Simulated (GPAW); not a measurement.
The system is Ca.

```
CELL_PARAMETERS angstrom
3.98000 0.00000 0.00000
-1.99000 3.44678 0.00000
0.00000 0.00000 6.52000
ATOMIC_POSITIONS crystal
Ca 0.66667 0.33333 0.75000
Ca 0.33333 0.66667 0.25000
```

This isn't the form of Ca at room conditions, which is fcc.

* Program: GPAW 26.7.0
* Task: single point
* Functional: PBE
* Potentials or basis: GPAW PAW data sets (gpaw-data 1.2.1)
* Cutoff: 600 eV
* Basis: pw
* k mesh: 8 × 8 × 4
* Occupations: fermi-dirac, width 0.05 eV
* Spin: no spin polarisation

On this cell: pressure -0.8 GPa; largest force under 0.003 eV/Å; band gap on the k mesh none (metal or under the smearing width).

The same run follows on a disturbed copy (atoms moved at random, drawn with an rms of 0.05 Å):

```
Ca
1.0
     3.98000    0.00000    0.00000
    -1.99000    3.44678    0.00000
     0.00000    0.00000    6.52000
Ca
2
Direct
  0.67210 0.33832 0.75526
  0.33342 0.67190 0.24816
```

Q: What changes?

A: The energy (extrapolated to zero smearing) moves by +0.8 meV/atom; pressure -0.8 GPa; largest force 0.064 eV/Å; band gap on the k mesh none (metal or under the smearing width).

Forces on the atoms (eV/Å):
```
Ca  -0.008  0.000 -0.064
Ca   0.008  0.000  0.063
```

Stress tensor (GPa, compression positive):
```
-0.89  0.03  0.00
 0.03 -0.89  0.00
 0.00  0.00 -0.64
```

Caveats: the cell was measured hot, at 723 K.
